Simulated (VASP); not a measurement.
Si, 24 atoms in the cell. The cell holds a slab with vacuum, 24 atoms: a = 7.675 Å, b = 3.838 Å, c = 31.125 Å, α = 90.00°, β = 90.00°, γ = 90.00°. 

```yaml
Program: VASP 6.6.1
Task: work function
Functional: PBEsol
Potentials_or_basis: VASP PAW PBE potentials, release 64 (Si)
Cutoff: 520 eV
k_mesh: 4 × 6 × 1
Occupations: gaussian, width 0.05 eV
Spin: no spin polarisation
Dipole_correction: yes
Further_INCAR_settings: ALGO = Normal; EDIFF = 1e-07
```

Potentials or basis: VASP PAW PBE potentials, release 64 (Si).

Command:

```bash
$ cat potpaw_PBE.64/Si/POTCAR > POTCAR
$ mpirun -np 8 vasp_std > vasp.out
```

Hardware: 8 MPI ranks on Intel(R) Xeon(R) Platinum 8488C (Sapphire Rapids), on a shared host.

Question: How long does it take, and how much memory?

Answer: It took 9.7 min on 8 MPI ranks on Intel(R) Xeon(R) Platinum 8488C (Sapphire Rapids), with other jobs on the host, peak memory 1.1 GiB a rank. Counts: scf iterations 27, k points 12.
